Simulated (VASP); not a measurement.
# TiO2 in VASP: further runs, part 2 of 2

VASP 6.6.1. Earlier steps stand in the parts before.

**4. Single point, PBE**

Input file INCAR:

```
  ADDGRID = False
  ALGO = Normal
  EDIFF = 1E-7
  ENCUT = 460
  GGA = PE
  ISIF = 2
  ISMEAR = 0
  LASPH = True
  LCHARG = False
  LREAL = False
  LWAVE = False
  NBANDS = 33
  NELM = 100
  PREC = Accurate
  SIGMA = 0.05
```

Input file KPOINTS:

```
k-points
0
Gamma
  7 7 11
```

Input file POSCAR:

```
TiO2
1.0
    4.5998373239      0.0000000000      0.0000000000
    0.0000000000      4.5998373239      0.0000000000
    0.0000000000      0.0000000000      2.9592135600
Ti O
2 4
Direct
    0.0158320000      0.0032400000      0.4722370000
    0.5214710000      0.5093840000      0.0048770000
    0.3233600000      0.3195450000      0.4593590000
    0.1957040000      0.8057180000      0.0434810000
    0.7872850000      0.2085030000     -0.0059320000
    0.6699180000      0.6742240000      0.5240680000
```

Potentials or basis: VASP PAW PBE potentials, release 64 (Ti_sv, O).

The run is started by

```console
cat potpaw_PBE.64/Ti_sv/POTCAR potpaw_PBE.64/O/POTCAR > POTCAR
mpirun -np 1 vasp_std > vasp.out
```

OUTCAR:

```text
EDIFF = 1E-7
   ENCUT = 460
   GGA = PE
   ISIF = 2
   ISMEAR = 0
   LASPH = True
   LREAL = False
   NELM = 100
   PREC = Accurate

 Found    270 irreducible k-points:

 Following reciprocal coordinates:
            Coordinates               Weight
  0.000000  0.000000  0.000000      1.000000
  0.142857  0.000000  0.000000      2.000000
  0.000000  0.142857  0.000000      2.000000
  0.285714  0.000000  0.000000      2.000000
  0.000000  0.285714  0.000000      2.000000
  0.428571  0.000000  0.000000      2.000000
   k-points           NKPTS =    270   k-points in BZ     NKDIM =    270   number of bands    NBANDS=     33
   number of dos      NEDOS =    301   number of ions     NIONS =      6
   total plane-waves  NPLWV =  24576
   dimension x,y,z NGX =    32 NGY =   32 NGZ =   24
   dimension x,y,z NGXF=    64 NGYF=   64 NGZF=   48
   ions per type =               2   4
   NGX,Y,Z   is equivalent  to a cutoff of  11.57, 11.57, 13.48 a.u.
   NGXF,Y,Z  is equivalent  to a cutoff of  23.13, 23.13, 26.97 a.u.
 SYSTEM =  unknown system
   PREC   = accura    normal or accurate (medium, high low for compatibility)
   ISTART =      0    job   : 0-new  1-cont  2-samecut
   ICHARG =      2    charge: 1-file 2-atom 10-const
   ISPIN  =      1    spin polarized calculation?
   LNONCOLLINEAR =      F non collinear calculations
   LSORBIT =      F    spin-orbit coupling
   LASPH  =      T    aspherical Exc in radial PAW
   ENCUT  =  460.0 eV  33.81 Ry    5.81 a.u.   8.04  8.04  5.18*2*pi/ulx,y,z
   NELM   =    100;   NELMIN=  2; NELMDL= -5     # of ELM steps
   EDIFF  = 0.1E-06   stopping-criterion for ELM
   LREAL  =      F    real-space projection
   EDIFFG = 0.1E-05   stopping-criterion for IOM
   NSW    =      0    number of steps for IOM
   IBRION =     -1    ionic relax: 0-MD 1-quasi-New 2-CG
   NFREE  =      0    steps in history (QN), initial steepest desc. (CG)
   ISIF   =      2    stress and relaxation
   ISYM   =      2    0-nonsym 1-usesym 2-fastsym
   POTIM  = 0.5000    time-step for ionic-motion
   TEBEG  =    0.0;   TEEND  =   0.0 temperature during run
   PSTRESS=    0.0 pullay stress
   NELECT =      48.0000    total number of electrons
   NUPDOWN=      -1.0000    fix difference up-down
   EMIN   =  10.00;   EMAX   =-10.00  energy-range for DOS
   EFERMI =   0.00;   METHOD = LEGACY
   ISMEAR =     0;   SIGMA  =   0.05  broadening in eV -4-tet -1-fermi 0-gaus
   EFERMI_NEDOS =   21; number of points for ismear=-14 and -15
   IALGO  =     38    algorithm
   IMIX   =      4    mixing-type and parameters
     AMIX     =   0.40;   BMIX     =  1.00
     AMIX_MAG =   1.60;   BMIX_MAG =  1.00
  volume/ion in A,a.u.               =      10.44        70.42
  Fermi-wavevector in a.u.,A,eV,Ry     =   1.498309  2.831394 30.544140  2.244931
  Thomas-Fermi vector in A             =   2.610085
   LORBIT       =      0    0 simple, 1 ext, 2 COOP (PROOUT), +10 PAW based schemes
   GGA     = PE    functional components
   LHFCALC =     F    Hartree Fock is set to
   AEXX    =    0.0000 exact exchange contribution
   IVDW    =     0    specifies the selected vdW correction
   LEPSILON=     F    determine dielectric tensor
   LRPA    =     F    only Hartree local field effects (RPA)
 non-spin polarized calculation
 Gauss-broadening in eV      SIGMA  =   0.05
  energy-cutoff  :      460.00
  volume of cell :       62.61
 maximum number of plane-waves:      1421
   NGX = 17   NGY = 17   NGZ = 11

 number of electron      47.9999995 magnetization

 Free energy of the ion-electron system (eV)
  ---------------------------------------------------
  ext. energy  EPLUGINS =         0.00000000
  ---------------------------------------------------
  free energy    TOTEN  =       -52.57699439 eV

  energy without entropy =      -52.57699439  energy(sigma->0) =      -52.57699439

 E-fermi :   5.2707     XC(G=0): -11.3499

 val. band max:        4.9062645155   @ k =   0.0000   0.0000   0.0000
 cond. band min:       6.7443209920   @ k =   0.0000   0.4286   0.4545
 fundamental gap:      1.8380564765
 Fermi energy:         5.2706870302

 k-point     1 :       0.0000    0.0000    0.0000
  band No.  band energies     occupation
      1     -52.2827      2.00000
      2     -51.4325      2.00000
      3     -28.5792      2.00000
      4     -28.4373      2.00000
      5     -28.4043      2.00000
      6     -27.8261      2.00000
[... 25 lines left out ...]
     32      10.9645      0.00000
     33      12.3075      0.00000
[... 149 lines left out ...]
      3     -28.5730      2.00000
      4     -28.4322      2.00000
      5     -28.4031      2.00000
      6     -27.8350      2.00000
[... 25 lines left out ...]
     32      10.6973      0.00000
     33      12.0527      0.00000

 [... further k-points ...]

------------------------ aborting loop because EDIFF is reached ----------------------------------------

  FORCE on cell =-STRESS in cart. coord.  units (eV):
  Direction    XX          YY          ZZ          XY          YZ          ZX
  --------------------------------------------------------------------------------------
  -------------------------------------------------------------------------------------
  Total        4.9348039      5.4856185      7.9158937     -0.2420780     -0.4093031     -3.1664904
  in kB      126.2755377    140.3702047    202.5579437     -6.1944781    -10.4735611    -81.0265803
  external PRESSURE =     156.4012287 kB  Pullay stress =       0.0000000 kB

 VOLUME and BASIS-vectors are now :
 -----------------------------------------------------------------------------
  energy-cutoff  :      460.00
  volume of cell :       62.61
      direct lattice vectors                 reciprocal lattice vectors
     4.599837324  0.000000000  0.000000000     0.217398993  0.000000000  0.000000000
     0.000000000  4.599837324  0.000000000     0.000000000  0.217398993  0.000000000
     0.000000000  0.000000000  2.959213560     0.000000000  0.000000000  0.337927622

 POSITION                                       TOTAL-FORCE (eV/Angst)
 -----------------------------------------------------------------------------------
      0.07282      0.01490      1.39745        -0.389683      2.033069      0.564727
      2.39868      2.34308      0.01443        -1.314909     -1.268607      0.600298
      1.48740      1.46986      1.35934        -3.360153     -2.812213      1.689340
      0.90021      3.70617      0.12867        -0.649207      0.292942     -1.578554
      3.62138      0.95908      2.94166         2.254161     -2.158974      0.518430
      3.08151      3.10132      1.55083         3.459790      3.913782     -1.794241
 -----------------------------------------------------------------------------------
    total drift:                                0.000149      0.000001      0.000370

  FREE ENERGIE OF THE ION-ELECTRON SYSTEM (eV)
  ---------------------------------------------------
  free  energy   TOTEN  =       -52.5769943910 eV

  energy  without entropy=      -52.5769943910  energy(sigma->0) =      -52.57699439
```

OSZICAR:

```text
N       E                     dE             d eps       ncg     rms          rms(c)
DAV:   1     0.635903297150E+03    0.63590E+03   -0.22850E+04 17820   0.160E+03
DAV:   2     0.261122039674E+02   -0.60979E+03   -0.56365E+03 19439   0.497E+02
DAV:   3    -0.638324666043E+02   -0.89945E+02   -0.88505E+02 24153   0.185E+02
DAV:   4    -0.695353374865E+02   -0.57029E+01   -0.56872E+01 26372   0.434E+01
DAV:   5    -0.697625666950E+02   -0.22723E+00   -0.22721E+00 23130   0.708E+00    0.345E+01
DAV:   6    -0.529512247117E+02    0.16811E+02   -0.72377E+01 24387   0.914E+01    0.125E+01
DAV:   7    -0.530297286229E+02   -0.78504E-01   -0.14522E+01 23032   0.368E+01    0.106E+01
DAV:   8    -0.525974581127E+02    0.43227E+00   -0.69663E-01 22588   0.108E+01    0.620E+00
DAV:   9    -0.527469528786E+02   -0.14949E+00   -0.90436E-01 26166   0.116E+01    0.402E+00
DAV:  10    -0.525788337658E+02    0.16812E+00   -0.34889E-01 22361   0.755E+00    0.795E-01
DAV:  11    -0.525770470951E+02    0.17867E-02   -0.21094E-02 23325   0.121E+00    0.410E-01
DAV:  12    -0.525777524147E+02   -0.70532E-03   -0.10608E-02 19959   0.716E-01    0.225E-01
DAV:  13    -0.525770150020E+02    0.73741E-03   -0.16262E-03 22523   0.320E-01    0.446E-02
DAV:  14    -0.525770128866E+02    0.21153E-05   -0.31671E-04 22820   0.120E-01    0.479E-02
DAV:  15    -0.525769975155E+02    0.15371E-04   -0.36048E-05 19937   0.400E-02    0.217E-02
DAV:  16    -0.525769956285E+02    0.18870E-05   -0.60627E-06 21595   0.158E-02    0.144E-02
DAV:  17    -0.525769943651E+02    0.12634E-05   -0.44657E-06 21173   0.146E-02    0.412E-03
DAV:  18    -0.525769943910E+02   -0.25931E-07   -0.48727E-07 18700   0.611E-03
   1 F= -.52576994E+02 E0= -.52576994E+02  d E =-.445070E-27
```

stdout:

```text
POSCAR found type information on POSCAR TiO
 POSCAR found :  2 types and       6 ions
 scaLAPACK will be used
 LDA part: xc-table for (Slater+PW92), standard interpolation
 POSCAR, INCAR and KPOINTS ok, starting setup
 FFT: planning ... GRIDC
 FFT: planning ... GRID_SOFT
 FFT: planning ... GRID
 WAVECAR not read
 entering main loop
```

It took 3.7 min on 1 thread of Intel Xeon Platinum 8488C (Sapphire Rapids), shared host; peak memory 0.44 GiB.

These settings aren't checked as converged: the numbers below hold their error.

Results:

```
Free energy            : -52.5770 eV
Pressure               : 15.6 GPa
Largest force          : 5.523 eV/Å
Band gap on the k mesh : 1.84 eV, indirect (least direct gap 1.97 eV)
```

Caveat: the cutoff is under 1.25 times the usual one of these potentials, so pressure, stress and relaxed cells hold a basis-set (Pulay) error; an odd mesh through Γ misses points on the zone boundary, where band edges often lie.

**5. The reference run**

An earlier run on the cell as given: functional PBEsol; potentials or basis VASP PAW PBE potentials, release 64 (Ti_sv, O); cutoff 520 eV; k mesh 6 × 6 × 9; occupations fermi-dirac, width 0.05 eV; no spin polarisation.

* Pressure: -2.1 GPa
* Largest force: 0.047 eV/Å
* Band gap on the k mesh: 1.80 eV, direct
